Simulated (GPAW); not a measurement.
The system is PbS (Galena).

```xyz
2
Lattice="0.0000 2.9657 2.9657 2.9657 0.0000 2.9657 2.9657 2.9657 0.0000" Properties=species:S:1:pos:R:3 pbc="T T T"
Pb    0.0000    0.0000    0.0000
S     2.9657    2.9657    2.9657
```

| Item | Value |
| --- | --- |
| Program | GPAW 26.7.0 |
| Task | relaxation of cell and atoms |
| Functional | RPBE |
| Dispersion | D3(BJ) |
| Potentials or basis | the program's PAW data sets (release 1.2.1) made for this functional |
| Cutoff | 600 eV |
| Basis | pw |
| k mesh | 8 × 8 × 8 |
| Occupations | fermi-dirac, width 0.05 eV |
| Spin | no spin polarisation |

At the start: pressure -10.8 GPa; volume 26.09 Å³/atom.

Q: Where does the relaxation end?

A: Over 5 steps the energy falls by 177.2 meV/atom and the volume is 21.62 Å³/atom (-17.1 %); space group Fm-3m (No. 225, to 0.05 Å).

The path:
| step | energy change (eV) | largest force (eV/Å) | pressure (GPa) | volume (Å³) |
| --- | --- | --- | --- | --- |
| 1 | 0.0000 | 0.0000 | -10.82 | 52.17 |
| 2 | -0.1215 | 0.0000 | -9.35 | 50.24 |
| 3 | -0.3369 | 0.0000 | 3.55 | 41.65 |
| 4 | -0.3538 | 0.0000 | -0.64 | 43.56 |
| 5 | -0.3544 | 0.0000 | -0.03 | 43.25 |

Final structure:
```
CELL_PARAMETERS angstrom
0.00000 2.78598 2.78598
2.78598 0.00000 2.78598
2.78598 2.78598 0.00000
ATOMIC_POSITIONS crystal
Pb 0.00000 0.00000 0.00000
S 0.50000 0.50000 0.50000
```

Caveat: later steps reuse the first step's grids; the volume moved by over 15 % at a fixed basis, so the end points are rough; the volume moved by -17 % from the deposited cell, more than functionals usually miss.
